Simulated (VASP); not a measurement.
# Ag (P6_3/mmc) in VASP: further runs, part 2 of 2

VASP 6.6.1. Earlier steps stand in the parts before.

## (3) Electric field gradients, r2SCAN

POSCAR

```
Ag
1.0
    2.9222991408      0.0000000000      0.0000000000
   -1.4611495704      2.5307852934      0.0000000000
    0.0000000000      0.0000000000      4.7016618100
Ag
2
Direct
    0.3333333333      0.6666666667      0.2500000000
    0.6666666667      0.3333333333      0.7500000000
```

INCAR.step1

```
PREC = Accurate
ENCUT = 520
ISMEAR = -1
SIGMA = 0.03
LREAL = F
LASPH = T
NELM = 100
NBANDS = 18
GGA = PE
ALGO = Normal
EDIFF = 1E-4
LWAVE = T
LCHARG = F
```

INCAR.step2

```
PREC = Accurate
ENCUT = 520
EDIFF = 1E-8
ISMEAR = -1
SIGMA = 0.03
LREAL = F
LASPH = T
NELM = 100
ALGO = Normal
ISIF = 2
LWAVE = F
LCHARG = F
METAGGA = R2SCAN
LMIXTAU = T
LEFG = T
NBANDS = 18
ISTART = 1
```

KPOINTS

```
regular mesh
0
Gamma
  13 13 7
```

Potentials or basis: VASP PAW PBE potentials, release 64 (Ag).

The run is started by

```
> cat potpaw_PBE.64/Ag/POTCAR > POTCAR
> cp INCAR.step1 INCAR
> mpirun -np 1 vasp_std > vasp.out
> cp INCAR.step2 INCAR
> mpirun -np 1 vasp_std > vasp.out
```

OUTCAR:

```text
PREC = Accurate
   ENCUT = 520
   EDIFF = 1E-8
   ISMEAR = -1
   LREAL = F
   LASPH = T
   NELM = 100
   ISIF = 2
   METAGGA = R2SCAN
   ISTART = 1

 ion  position               nearest neighbor table
   1  0.333  0.667  0.250-   2 2.89   2 2.89   2 2.89   2 2.89   2 2.89   2 2.89
   2  0.667  0.333  0.750-   1 2.89   1 2.89   1 2.89   1 2.89   1 2.89   1 2.89

  LATTYP: Found a hexagonal cell.
 ALAT       =     2.9222991408
 C/A-ratio  =     1.6088913501

  Lattice vectors:

 A1 = (   2.9222991408,   0.0000000000,   0.0000000000)
 A2 = (  -1.4611495704,   2.5307852934,   0.0000000000)
 A3 = (   0.0000000000,   0.0000000000,   4.7016618100)

Analysis of symmetry for initial positions (statically):
=====================================================================
 Subroutine PRICEL returns:
 Original cell was already a primitive cell.

 Routine SETGRP: Setting up the symmetry group for a
 hexagonal supercell.

 Subroutine GETGRP returns: Found 24 space group operations
 (whereof 12 operations were pure point group operations)
 out of a pool of 24 trial point group operations.

The static configuration has the point symmetry D_3d.
 The point group associated with its full space group is D_6h.

Analysis of symmetry for dynamics (positions and initial velocities):
=====================================================================
 Subroutine PRICEL returns:
 Original cell was already a primitive cell.

 Routine SETGRP: Setting up the symmetry group for a
 hexagonal supercell.

 Subroutine GETGRP returns: Found 24 space group operations
 (whereof 12 operations were pure point group operations)
 out of a pool of 24 trial point group operations.

The dynamic configuration has the point symmetry D_3d.
 The point group associated with its full space group is D_6h.

 Subroutine INISYM returns: Found 24 space group operations
 (whereof 12 operations are pure point group operations),
 and found     1 'primitive' translations

----------------------------------------------------------------------------------------

                                     Primitive cell

  volume of cell :      34.7721

  direct lattice vectors                    reciprocal lattice vectors
     2.922299141  0.000000000  0.000000000     0.342196316  0.197567135  0.000000000
    -1.461149570  2.530785293  0.000000000     0.000000000  0.395134270  0.000000000
     0.000000000  0.000000000  4.701661810     0.000000000  0.000000000  0.212690755

  length of vectors
     2.922299141  2.922299141  4.701661810     0.395134270  0.395134270  0.212690755

  position of ions in fractional coordinates (direct lattice)
     0.333333333  0.666666667  0.250000000
     0.666666667  0.333333333  0.750000000

  ion indices of the primitive-cell ions
   primitive index   ion index
                 1           1
                 2           2

----------------------------------------------------------------------------------------

 KPOINTS: regular mesh

Automatic generation of k-mesh.
 Grid dimensions read from file:
[... 74 lines left out ...]
   TEBEG  =    0.0;   TEEND  =   0.0 temperature during run
   PSTRESS=    0.0 pullay stress
   NELECT =      22.0000    total number of electrons
   NUPDOWN=      -1.0000    fix difference up-down
   EMIN   =  10.00;   EMAX   =-10.00  energy-range for DOS
   EFERMI =   0.00;   METHOD = LEGACY
   ISMEAR =    -1;   SIGMA  =   0.03  broadening in eV -4-tet -1-fermi 0-gaus
   EFERMI_NEDOS =   21; number of points for ismear=-14 and -15
   IALGO  =     38    algorithm
   IMIX   =      4    mixing-type and parameters
     AMIX     =   0.40;   BMIX     =  1.00
     AMIX_MAG =   1.60;   BMIX_MAG =  1.00
  volume/ion in A,a.u.               =      17.39       117.33
  Fermi-wavevector in a.u.,A,eV,Ry     =   1.405417  2.655853 26.874194  1.975198
  Thomas-Fermi vector in A             =   2.527880
   LORBIT       =      0    0 simple, 1 ext, 2 COOP (PROOUT), +10 PAW based schemes
   METAGGA = R2SCAN    functional components
   LHFCALC =     F    Hartree Fock is set to
   AEXX    =    0.0000 exact exchange contribution
   IVDW    =     0    specifies the selected vdW correction
   LEPSILON=     F    determine dielectric tensor
   LRPA    =     F    only Hartree local field effects (RPA)
 non-spin polarized calculation
  energy-cutoff  :      520.00
  volume of cell :       34.77
 maximum number of plane-waves:       960
 NGX is ok and might be reduce to    24
   NGX = 11   NGY = 11   NGZ = 17

 number of electron      22.0000012 magnetization

 Free energy of the ion-electron system (eV)
  ---------------------------------------------------
  ext. energy  EPLUGINS =         0.00000000
  ---------------------------------------------------
  free energy    TOTEN  =       -42.70554804 eV

  energy without entropy =      -42.70382578  energy(sigma->0) =      -42.70468691

 E-fermi :   8.2572     XC(G=0): -12.8317

 val. band max:        8.1972142599   @ k =   0.3846   0.0000   0.4286
 cond. band min:       8.2749708619   @ k =   0.3077   0.2308   0.0000
 fundamental gap:      0.0777566019
 Fermi energy:         8.2571875442

 k-point     1 :       0.0000    0.0000    0.0000
  band No.  band energies     occupation
      1       0.3539      2.00000
      2       1.5633      2.00000
      3       3.1530      2.00000
      4       3.1786      2.00000
      5       3.1786      2.00000
      6       3.4261      2.00000
[... 481 lines left out ...]
      5       3.2367      2.00000
      6       3.3652      2.00000
[... 10 lines left out ...]
     17      25.8021      0.00000
     18      26.5056      0.00000

 [... further k-points ...]

------------------------ aborting loop because EDIFF is reached ----------------------------------------

  FORCE on cell =-STRESS in cart. coord.  units (eV):
  Direction    XX          YY          ZZ          XY          YZ          ZX
  --------------------------------------------------------------------------------------
  -------------------------------------------------------------------------------------
  Total       -0.3214182     -0.3214182      0.4208554      0.0000000      0.0000000      0.0000000
  in kB      -14.8098188    -14.8098188     19.3915314      0.0000000      0.0000000      0.0000000
  external PRESSURE =      -3.4093687 kB  Pullay stress =       0.0000000 kB

 VOLUME and BASIS-vectors are now :
 -----------------------------------------------------------------------------
  energy-cutoff  :      520.00
  volume of cell :       34.77
      direct lattice vectors                 reciprocal lattice vectors
     2.922299141  0.000000000  0.000000000     0.342196316  0.197567135  0.000000000
    -1.461149570  2.530785293  0.000000000     0.000000000  0.395134270  0.000000000
     0.000000000  0.000000000  4.701661810     0.000000000  0.000000000  0.212690755

 POSITION                                       TOTAL-FORCE (eV/Angst)
 -----------------------------------------------------------------------------------
     -0.00000      1.68719      1.17542        -0.000000     -0.000000      0.000000
      1.46115      0.84360      3.52625         0.000000      0.000000      0.000000
 -----------------------------------------------------------------------------------
    total drift:                               -0.000000      0.000000     -0.000000

  FREE ENERGIE OF THE ION-ELECTRON SYSTEM (eV)
  ---------------------------------------------------
  free  energy   TOTEN  =       -42.7055480355 eV

  energy  without entropy=      -42.7038257794  energy(sigma->0) =      -42.70468691

 Electric field gradients (V/A^2)
---------------------------------------------------------------------
 ion       V_xx      V_yy      V_zz      V_xy      V_xz      V_yz
---------------------------------------------------------------------
   1       4.583     4.583    -9.166    -0.001     0.000    -0.000
   2       4.583     4.583    -9.166    -0.001    -0.000     0.000
---------------------------------------------------------------------

 Electric field gradients after diagonalization (V/A^2)
 (convention: |V_zz| > |V_xx| > |V_yy|)
----------------------------------------------------------------------
 ion       V_xx      V_yy      V_zz     asymmetry (V_yy - V_xx)/ V_zz
----------------------------------------------------------------------
   1       4.584     4.582    -9.166       0.000
   2       4.584     4.582    -9.166       0.000
----------------------------------------------------------------------

           NMR quadrupolar parameters

 Cq : quadrupolar parameter    Cq=e*Q*V_zz/h
 eta: asymmetry parameters     (V_yy - V_xx)/ V_zz
 Q  : nuclear electric quadrupole moment in mb (millibarn)
----------------------------------------------------------------------
 ion       Cq(MHz)       eta       Q (mb)
----------------------------------------------------------------------
   1      -0.022       0.000       1.000
   2      -0.022       0.000       1.000
----------------------------------------------------------------------
```

Run time: 99 s. Hardware: 1 thread of Intel Xeon Platinum 8488C (Sapphire Rapids), shared host; peak memory 0.18 GiB.

What came out:

* Free energy: -42.7055 eV
* Pressure: -0.3 GPa
* Band gap on the k mesh: none (metal or under the smearing width)

Electric field gradients, principal values (V/Å²):
```tsv
atom	Vxx	Vyy	Vzz
1 Ag	4.582	4.584	-9.166
2 Ag	4.582	4.584	-9.166
```

Caveat: the PAW data sets were made with another functional, which shifts forces and pressure a little.
